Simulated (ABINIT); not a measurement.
## Ga in ABINIT: convergence with k mesh

The system is Ga.

```
Ga
1.0
    -1.34574    1.36748    2.27974
     1.38532   -1.38141    2.31180
     1.38426    1.41993   -2.28809
Ga
1
Direct
  0.00017 0.01188 0.01187
```

The cell isn't the ideal one: cell strained at random at fixed volume.

```yaml
Program: ABINIT 10.8.3 (patched build)
Task: single point
Functional: LDA
Potentials_or_basis: HGH LDA
Cutoff: 408 eV
k_mesh: 3 × 3 × 3
Occupations: methfessel-paxton, width 0.05 eV
Spin: no spin polarisation
```

These are the settings of the first run; the series varies k mesh, with any setting tied to it.

Hardware: 1 thread of Arm Neoverse V1 (shared host).

The values tried are 3 × 3 × 3, 4 × 4 × 4, 6 × 6 × 6, 8 × 8 × 8, 10 × 10 × 10, 12 × 12 × 12, 14 × 14 × 14, 16 × 16 × 16, 20 × 20 × 20, loosest first. From which on does the energy stay within 1 meV/atom of the tightest run that finished?

From 12 × 12 × 12 on.

| k mesh | energy less the tightest run (meV/atom) | pressure (GPa) | SCF cycles | CPU time (s) | peak memory (GiB) |
| --- | --- | --- | --- | --- | --- |
| 3 × 3 × 3 | 569.82 | -6.68 | 6 | 0.86 | 0.06 |
| 4 × 4 × 4 | 176.77 | -0.62 | 7 | 1.5 | 0.07 |
| 6 × 6 × 6 | -30.80 | -4.50 | 6 | 3.4 | 0.07 |
| 8 × 8 × 8 | -20.00 | -4.29 | 6 | 7.5 | 0.07 |
| 10 × 10 × 10 | 4.80 | -4.32 | 6 | 14 | 0.07 |
| 12 × 12 × 12 | 0.66 | -4.20 | 6 | 24 | 0.08 |
| 14 × 14 × 14 | 0.87 | -4.22 | 6 | 38 | 0.1 |
| 16 × 16 × 16 | -0.37 | -4.26 | 6 | 56 | 0.12 |
| 20 × 20 × 20 | 0.00 | -4.18 | 6 | 110 | 0.19 |

Against the tightest run, the pressure stays within 0.1 GPa from 12 × 12 × 12 on. Meshes of other sizes hit other points, so gaps and Fermi surfaces needn't settle smoothly. The tightest run that finished is the yardstick and may itself not be fully converged.

Caveat, for the tightest run too: HGH potentials are hard and often keep d shells in the core, so these values are rough.
